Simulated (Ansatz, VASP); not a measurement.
Two plane-wave programs on Ge

File INCAR:

```
PREC = Accurate
ENCUT = 520
EDIFF = 1E-7
ISMEAR = 0
SIGMA = 0.028000000000000004
LREAL = F
LASPH = T
NELM = 100
ALGO = Normal
ISIF = 2
LWAVE = F
LCHARG = F
GGA = PE
NBANDS = 13
```

Contents of KPOINTS:

```
Automatic mesh
0
Gamma
  12 12 12
```

File POSCAR:

```
Ge
1.0
   -1.6084200000      1.6084200000      1.8731800000
    1.6084200000     -1.6084200000      1.8731800000
    1.6084200000      1.6084200000     -1.8731800000
Ge
1
Direct
    0.5000000000      0.5000000000      0.0000000000
```

input.yaml

```yaml
crystal:
  lattice:
    - [-1.60842, 1.60842, 1.87318]
    - [1.60842, -1.60842, 1.87318]
    - [1.60842, 1.60842, -1.87318]
  atoms:
    - { symbol: Ge, position: [0.5, 0.5, 0.0] }
hamiltonian:
  xc: pbe
  pseudopotentials: { kind: paw }
kpoints:
  mp_grid: { grid: [12, 12, 12] }
scf:
  occupations: { method: gaussian, width: 0.028 }
output:
  forces: true
  stress: true
  eigenvalues: true
```

The cell was built by a generator and needn't be a form met in nature.

Alike in both runs: task single point; functional PBE; k mesh 12 × 12 × 12; occupations gaussian, width 0.028 eV; no spin polarisation.

|  | VASP | Ansatz |
| --- | --- | --- |
| version | VASP 6.6.1 | Ansatz 0.2.0 |
| potentials or method | VASP PAW PBE potentials, release 64 (Ge_d) | Ansatz PAW |
| plane-wave cutoff (eV) | 520 | 420 |
| valence electrons in the cell | 14 | 14 |

Ansatz gave:

| Item | Value |
| --- | --- |
| gap on the k mesh at the Fermi level (eV) | none |
| pressure (GPa) | 0.8 |
| largest component of the traceless stress (GPa) | 0.63 |

**Question.** Estimate VASP's values.

**Answer.** gap on the k mesh at the Fermi level (eV): none; pressure (GPa): 0.9; largest component of the traceless stress (GPa): 0.63.

A gap of «none» marks a metal or a gap that the smearing closes. With one functional, cell and mesh, what is left measures potentials, basis and numerics.
